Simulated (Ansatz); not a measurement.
## Bi under changes of volume

One of the cells (35.070 Å³/atom); the others are scaled copies at fixed shape and fractional positions:

```
Bi
1.0
     2.26750    1.30914    3.93800
    -2.26750    1.30914    3.93800
     0.00000   -2.61828    3.93800
Bi
2
Direct
  0.76600 0.76600 0.76600
  0.23400 0.23400 0.23400
```

- Program: Ansatz 0.2.0
- Functional: PBEsol
- Potentials or basis: all-electron LAPW, scalar-relativistic
- Cutoff: 231 eV (chosen from the basis error)
- Basis error allowed: 0.0005 eV/atom
- k mesh: 7 × 7 × 7
- Occupations: fermi-dirac, width 0.05 eV
- Spin: no spin polarisation

```tsv
volume (Å³/atom)	energy over the lowest point (meV/atom)	pressure (GPa)	gap on the mesh (eV)	largest force (eV/Å)
32.965	?	?	?	?
33.667	6.16	1.8	0.28	0.326
34.368	0.71	0.7	0.27	0.225
35.070	0.00	-0.3	0.26	0.131
35.771	3.52	-1.2	0.25	0.043
36.472	10.80	-2.1	0.24	0.040
37.174	21.45	-2.8	0.24	0.117
```

Problem. What does the run at 32.965 Å³/atom give?

Solution. Energy over the lowest point 16.92 meV/atom; pressure 3.1 GPa; gap on the mesh 0.29 eV; largest force 0.434 eV/Å.

Worked out: A Birch-Murnaghan fit of order 3 (a polynomial in V^(-2/3)) to the other rows has its minimum at 34.83 Å³/atom with B0 = V·E''(V) = 50 GPa and B' = 4.7 at fixed shape and positions, which overstates the stiffness. It gives 16.95 meV/atom at 32.965 Å³/atom, against the run's 16.92, and -dE/dV = 3.1 GPa, against 3.1. A straight line through the other rows of the gap, of slope -0.433 eV per unit of ln V, extrapolates to 0.29 eV, against the run's 0.29.

Energies are extrapolated to zero smearing.

Caveats: spin-orbit coupling is left out, which as a rule narrows the gap of such compounds by several tenths of an eV; an odd mesh through Γ misses points on the zone boundary, where band edges often lie.
